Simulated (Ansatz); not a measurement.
Runs of Ansatz 0.2.0 on BeS. Symmetry: F-43m, No. 216, cubic system. Conventional cell: a = 4.850 Å, b = 4.850 Å, c = 4.850 Å, α = 90.00°, β = 90.00°, γ = 90.00°. S (site symmetry -43m) has 4 Be at 2.10 Å as nearest neighbours. Be (site symmetry -43m) is surrounded by 4 S at 2.10 Å. 

| task | level | k mesh | cutoff (eV) | points for each segment of the path | gap on the mesh (eV) | pressure (GPa) | V0 of scaled cells (Å³/atom) | B0 (GPa) |
| --- | --- | --- | --- | --- | --- | --- | --- | --- |
| band structure | r2SCAN | 9 × 9 × 9 | 500 | 14 | 3.66 | 1.1 | - | - |
| equation of state | LDA | 9 × 9 × 9 | 420 | - | - | - | 13.79 | (b) |
| band structure | LDA | 9 × 9 × 9 | 420 | 14 | (a) | -3.2 | - | - |
| band structure | PBE0 | 6 × 6 × 6 | 420 | 4 | 4.77 | 0.2 | - | - |
| equation of state | PBEsol | 9 × 9 × 9 | 420 | - | - | - | 14.15 | 97 |
| equation of state | r2SCAN | 9 × 9 × 9 | 500 | - | - | - | 14.43 | 97 |

Alike in all rows: potentials or basis Ansatz PAW; no spin polarisation; cell as given; smearing fermi-dirac 0.05 eV.

Problem. Estimate the missing entries.

Solution. (a) 2.99; (b) 102.

Caveats: the PAW data sets come from PBE, with cores solved anew for the run's functional, which leaves a small shift of forces and pressure (some runs); the k mesh misses the band edges, so the gap on the mesh is wider than the one along the path (some runs); the thresholds are loose for stress (some runs); the PAW data sets were made with another functional, which shifts forces and pressure a little (some runs).

Runs at the PBE level aren't shown here.
